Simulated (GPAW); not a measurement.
# TiCo3 (Pm-3m) in GPAW: equation of state with r2SCAN

Aim: the equation of state of TiCo3 with r2SCAN.

All numbers are computed with GPAW 26.7.0; they aren't measurements. Logs are shortened: lines on timing, memory, paths and dates and some standing lists are left out, and cuts for length are marked. The log counts tension as positive stress, the text compression.

### 1 The crystal as given

The structure is cubic, space group Pm-3m (No. 221). The conventional cell has a = 3.571 Å, b = 3.571 Å, c = 3.571 Å, α = 90.00°, β = 90.00°, γ = 90.00°. Around Co (site symmetry 4/mmm) lie 8 Co at 2.53 Å and 4 Ti at 2.53 Å. Ti (site symmetry m-3m) has 12 Co at 2.53 Å as nearest neighbours.

### 2 Equation of state, r2SCAN, collinear spin, ferromagnetic start

Input file run.py:

```python
from ase import Atoms
from ase.eos import EquationOfState
from ase.io import Trajectory
from ase.units import GPa
from gpaw import GPAW, PW

atoms = Atoms(['Co', 'Co', 'Co', 'Ti'],
              cell=[[3.571, 0.0, 0.0],
                    [0.0, 3.571, 0.0],
                    [0.0, 0.0, 3.571]],
              scaled_positions=[[0.5, 0.5, 0.0],
                                [0.5, 0.0, 0.5],
                                [0.0, 0.5, 0.5],
                                [0.0, 0.0, 0.0]],
              pbc=True)
atoms.set_initial_magnetic_moments([2.0, 2.0, 2.0, 1.0])

traj = Trajectory('eos.traj', 'w')
volumes, energies = [], []
for x in [0.94, 0.96, 0.98, 1.0, 1.02, 1.04, 1.06]:
    a = atoms.copy()
    a.set_cell(atoms.cell * x**(1 / 3), scale_atoms=True)
    calc = GPAW(mode=PW(600),
                xc='MGGA_X_R2SCAN+MGGA_C_R2SCAN',
                kpts={'size': (6, 6, 6), 'gamma': True},
                occupations={'name': 'fermi-dirac', 'width': 0.05},
                nbands=39,
                convergence={'density': 1e-05, 'energy': 1e-05},
                maxiter=150,
                txt=f'eos-{x:.2f}.txt')
    a.calc = calc
    energies.append(a.get_potential_energy(force_consistent=True))
    volumes.append(a.get_volume())
    p = -a.get_stress()[:3].mean() / GPa
    calc.write(f'eos-{x:.2f}.gpw')
    traj.write(a)
    print(f'{x:.2f} {volumes[-1]:10.4f} A^3 {energies[-1]:14.6f} eV {p:9.3f} GPa', flush=True)

v0, e0, B = EquationOfState(volumes, energies, eos='birchmurnaghan').fit()
print(f'V0 = {v0:.4f} A^3, E0 = {e0:.6f} eV, B0 = {B / GPa:.2f} GPa')
```

Potentials or basis: GPAW PAW data sets (gpaw-data 1.2.1), pw.

Launch:

```
> OMP_NUM_THREADS=1 python run.py
```

What it wrote:

```text
__  _  _
 | _ |_)|_||  |
 |__||  | ||/\| - 26.7.0

Input parameters:
  mode=PW(ecut=600.0),
  convergence={'density': 1e-05, 'energy': 1e-05},
  kpts=MonkhorstPack(size=(6, 6, 6), gamma=True),
  maxiter=150,
  nbands=39,
  occupations=Occupations(name='fermi-dirac', width=0.05),
  xc=XC(name='MGGA_X_R2SCAN+MGGA_C_R2SCAN')

Diagonalizing LCAO Hamiltonian
Converting LCAO to pw mode
   .--------.
  /|        |
 * |        |
 |Co        |
 | .--Co----.
 |/    Co  /
 Ti-------*

Atoms  # Å, Bohr magnetons
|   | symbol |        x |        y |        z |    initial magnetic moments |
|---|--------|----------|----------|----------|-----------------------------|
| 0 |     Co | 1.749051 | 1.749051 | 0.000000 | ( 0.0000,  0.0000,  2.0000) |
| 1 |     Co | 1.749051 | 0.000000 | 1.749051 | ( 0.0000,  0.0000,  2.0000) |
| 2 |     Co | 0.000000 | 1.749051 | 1.749051 | ( 0.0000,  0.0000,  2.0000) |
| 3 |     Ti | 0.000000 | 0.000000 | 0.000000 | ( 0.0000,  0.0000,  1.0000) |

Unit cell  # Å
| periodic |        x |        y |        z |  lengths |    angles |
|----------|----------|----------|----------|----------|-----------|
|      yes | 3.498102 | 0.000000 | 0.000000 | 3.498102 | 90.000000 |
|      yes | 0.000000 | 3.498102 | 0.000000 | 3.498102 | 90.000000 |
|      yes | 0.000000 | 0.000000 | 3.498102 | 3.498102 | 90.000000 |

Number of symmetries: 48
Symmetry operations  # r_c * U_cc + t_c -> r_c
|    | kind |            matrix            |
|----|------|------------------------------|
|  0 |  E   |  1, 0, 0,  0, 1, 0,  0, 0, 1 |
|  1 |  σ   |  1, 0, 0,  0, 1, 0,  0, 0,-1 |
|  2 |  σ   |  1, 0, 0,  0, 0, 1,  0, 1, 0 |
|  3 |  C4  |  1, 0, 0,  0, 0, 1,  0,-1, 0 |
|  4 |  C4  |  1, 0, 0,  0, 0,-1,  0, 1, 0 |
|  5 |  σ   |  1, 0, 0,  0, 0,-1,  0,-1, 0 |
|  6 |  σ   |  1, 0, 0,  0,-1, 0,  0, 0, 1 |
|  7 |  C2  |  1, 0, 0,  0,-1, 0,  0, 0,-1 |
|  8 |  σ   |  0, 1, 0,  1, 0, 0,  0, 0, 1 |
|  9 |  C2  |  0, 1, 0,  1, 0, 0,  0, 0,-1 |
| 10 |  C3  |  0, 1, 0,  0, 0, 1,  1, 0, 0 |
| 11 |  S6  |  0, 1, 0,  0, 0, 1, -1, 0, 0 |
| 12 |  S6  |  0, 1, 0,  0, 0,-1,  1, 0, 0 |
| 13 |  C3  |  0, 1, 0,  0, 0,-1, -1, 0, 0 |
| 14 |  C4  |  0, 1, 0, -1, 0, 0,  0, 0, 1 |
| 15 |  S4  |  0, 1, 0, -1, 0, 0,  0, 0,-1 |
| 16 |  C3  |  0, 0, 1,  1, 0, 0,  0, 1, 0 |
| 17 |  S6  |  0, 0, 1,  1, 0, 0,  0,-1, 0 |
| 18 |  σ   |  0, 0, 1,  0, 1, 0,  1, 0, 0 |
| 19 |  C4  |  0, 0, 1,  0, 1, 0, -1, 0, 0 |
| 20 |  C2  |  0, 0, 1,  0,-1, 0,  1, 0, 0 |
| 21 |  S4  |  0, 0, 1,  0,-1, 0, -1, 0, 0 |
| 22 |  S6  |  0, 0, 1, -1, 0, 0,  0, 1, 0 |
| 23 |  C3  |  0, 0, 1, -1, 0, 0,  0,-1, 0 |
| 24 |  S6  |  0, 0,-1,  1, 0, 0,  0, 1, 0 |
| 25 |  C3  |  0, 0,-1,  1, 0, 0,  0,-1, 0 |
| 26 |  C4  |  0, 0,-1,  0, 1, 0,  1, 0, 0 |
| 27 |  σ   |  0, 0,-1,  0, 1, 0, -1, 0, 0 |
| 28 |  S4  |  0, 0,-1,  0,-1, 0,  1, 0, 0 |
| 29 |  C2  |  0, 0,-1,  0,-1, 0, -1, 0, 0 |
| 30 |  C3  |  0, 0,-1, -1, 0, 0,  0, 1, 0 |
| 31 |  S6  |  0, 0,-1, -1, 0, 0,  0,-1, 0 |
| 32 |  C4  |  0,-1, 0,  1, 0, 0,  0, 0, 1 |
[... 103 lines left out ...]
    |------|--------|-------------|----------|
    |   3s |  2.000 |     -62.623 |    1.270 |
    |   4s |  2.000 |      -4.466 |    1.270 |
    |   3p |  6.000 |     -38.862 |    1.058 |
    |   4p |  0.000 |      -1.466 |    1.058 |
    |   3d |  2.000 |      -4.258 |    1.058 |
    |    d |        |      22.953 |    1.058 |

    Using partial waves for Ti as LCAO basis

Reference energy: -136932.143999  # eV

eigensolver:
  PPCG
  Converge bands: occupied
  niter=2

density mixing:
  MSR1-Mixer
  Pratt-step length: 0.05
  Maximum mixing coefficient: 0.75
  Old densities: 10
  SVD Regularization: 0.005
  Good broyden scale: 1.0
  Trust region scale: 1.0
  Backstep threshold: 4.0
  History deletion threshold: 6.0
  Fourier metric: weight=20.0, sigma=0.015

occupation numbers:
  Fermi-Dirac:
    width: 0.0500  # eV

poisson solver:
  ecut: 4800.0  # eV

xc functional:
  name: MGGA_X_R2SCAN+MGGA_C_R2SCAN with 2 nearest neighbor stencil

convergence criteria:
- Maximum integral of absolute [dens]ity change: 1e-05 electrons / valence electron
- Maximum [total energy] change in last 3 cyles: 1e-05 eV / valence electron
- Maximum integral of absolute [eigenst]ate change: 4e-08 eV^2 / valence electron
maximum number of iterations: 150

SCF iterations
|iter     | |      energy | eigst |  dens |  magmom |
|---------|-|-------------|-------|-------|---------|
|iter:   1| |  -53.101932 | +0.39 |       |  +7.0143|
|iter:   2| |  -51.864458 | -1.06 | -0.83 |  +6.8131|
|iter:   3| |  -68.505500 | -0.43 | -0.84 |  +3.7414|
|iter:   4| |  -54.736892 | -0.67 | -0.48 |  +5.3167|
|iter:   5| |  -53.180941 | -1.69 | -0.75 |  +4.3735|
|iter:   6| |  -52.970475 | -2.07 | -1.08 |  +2.9228|
|iter:   7| |  -52.918982 | -3.05 | -1.61 |  +2.8732|
|iter:   8| |  -52.891689 | -2.58 | -1.75 |  +2.7649|
|iter:   9| |  -52.899286 | -3.87 | -2.19 |  +2.7634|
|iter:  10| |  -52.901396 | -4.11 | -2.42 |  +2.7614|
|iter:  11| |  -52.901661 | -5.07 | -2.74 |  +2.7523|
|iter:  12| |  -52.901764c| -5.31 | -3.10 |  +2.7429|
|iter:  13| |  -52.901778c| -6.34 | -3.73 |  +2.7408|
|iter:  14| |  -52.901778c| -7.15 | -4.20 |  +2.7404|
|iter:  15| |  -52.901779c| -7.92c| -4.61 |  +2.7407|
|iter:  16| |  -52.901779c| -8.43c| -5.36c|  +2.7407|

Converged in 16 steps
Energy contributions relative to reference atoms: (reference = -136932.143999)

Energy contributions:
  Kinetic:          63.429330
  Coulomb:         -52.742323
  Zero:             -0.340818
  External:          0.000000
  Xc:              -63.235378
  Entropy:          -0.025178
  Spinorbit:         0.000000
  ----------------------------
  Free energy:     -52.914368
  Extrapolated:    -52.901779

dipole moment: (-20.596601, -20.596601, -20.596601)  # |e|*Ang

Total magnetic moment: (0.000000, 0.000000, 2.740717)

Local magnetic moments
|        x |        y |         z |
|----------|----------|-----------|
| 0.000000 | 0.000000 |  1.232513 |  # Co   0
| 0.000000 | 0.000000 |  1.232513 |  # Co   1
| 0.000000 | 0.000000 |  1.232513 |  # Co   2
| 0.000000 | 0.000000 | -0.485272 |  # Ti   3

Fermi level: 11.913
Eigenvalues  # (at kpt = [0.000, 0.000, 0.000])
| band index |      eig [eV] | occ [0-1] |      eig [eV] | occ [0-1] |
|------------|---------------|-----------|---------------|-----------|
|          0 |       -46.678 |     1.000 |       -47.330 |     1.000 |
|        ... |               |           |               |           |
|          9 |         7.144 |     1.000 |         7.902 |     1.000 |
|         10 |         7.144 |     1.000 |         7.902 |     1.000 |
|         11 |         9.525 |     1.000 |        10.614 |     1.000 |
|         12 |         9.525 |     1.000 |        10.614 |     1.000 |
|         13 |         9.525 |     1.000 |        10.614 |     1.000 |
|         14 |        10.364 |     1.000 |        12.520 |     0.000 |
[... 8 lines left out ...]
|         23 |        15.155 |     0.000 |        14.926 |     0.000 |
|         24 |        15.155 |     0.000 |        14.926 |     0.000 |
|        ... |               |           |               |           |
|         38 |        40.662 |     0.000 |        40.674 |     0.000 |

No gap
No difference between direct/indirect transitions

Stress tensor  # eV/Ang^3
|         x |         y |         z |
|-----------|-----------|-----------|
| -0.116209 |  0.000000 |  0.000000 |
|  0.000000 | -0.116209 |  0.000000 |
|  0.000000 |  0.000000 | -0.116209 |

# Writing to eos-0.94.gpw (mode='')
```

stdout:

```text
0.94    42.8053 A^3     -52.914368 eV    18.619 GPa
0.96    43.7160 A^3     -53.011426 eV    12.766 GPa
0.98    44.6268 A^3     -53.076455 eV     7.501 GPa
1.00    45.5375 A^3     -53.113092 eV     2.810 GPa
1.02    46.4483 A^3     -53.124408 eV    -1.396 GPa
1.04    47.3590 A^3     -53.112406 eV    -5.179 GPa
1.06    48.2698 A^3     -53.080985 eV    -8.526 GPa
V0 = 46.4226 A^3, E0 = -53.124209 eV, B0 = 203.71 GPa
```

eos-0.96.txt:

```text
SCF iterations
|iter     | |      energy | eigst |  dens |  magmom |
|---------|-|-------------|-------|-------|---------|
|iter:   1| |  -53.250712 | +0.39 |       |  +7.0143|
|iter:   2| |  -51.978760 | -1.07 | -0.83 |  +6.8150|
|iter:   3| |  -68.906018 | -0.42 | -0.84 |  +3.5419|
|iter:   4| |  -55.783192 | -0.62 | -0.47 |  +5.2517|
|iter:   5| |  -53.386639 | -1.65 | -0.72 |  +4.3981|
[... 62 lines left out ...]
|         38 |        40.023 |     0.000 |        40.025 |     0.000 |

No gap
No difference between direct/indirect transitions

Stress tensor  # eV/Ang^3
|         x |         y |         z |
|-----------|-----------|-----------|
| -0.079679 |  0.000000 |  0.000000 |
|  0.000000 | -0.079679 |  0.000000 |
|  0.000000 |  0.000000 | -0.079679 |

# Writing to eos-0.96.gpw (mode='')
```

Wall time 52 min (1 thread of Intel Xeon at 2.50GHz (Skylake/Cascade Lake), shared host); peak memory 1.2 GiB.

Results:

| Item | Value |
| --- | --- |
| Equilibrium volume | 11.61 Å³/atom (rough: see the caveat) |
| Bulk modulus | 204 GPa (rough) |

Energy against volume, from the lowest point:
| volume (Å³/atom) | energy (meV/atom) |
| --- | --- |
| 10.701 | 52.51 |
| 10.929 | 28.25 |
| 11.157 | 11.99 |
| 11.384 | 2.83 |
| 11.612 | 0.00 |
| 11.840 | 3.00 |
| 12.067 | 10.86 |

Caveat: the points scatter about the fit; the PAW data sets were made with another functional, which shifts forces and pressure a little.
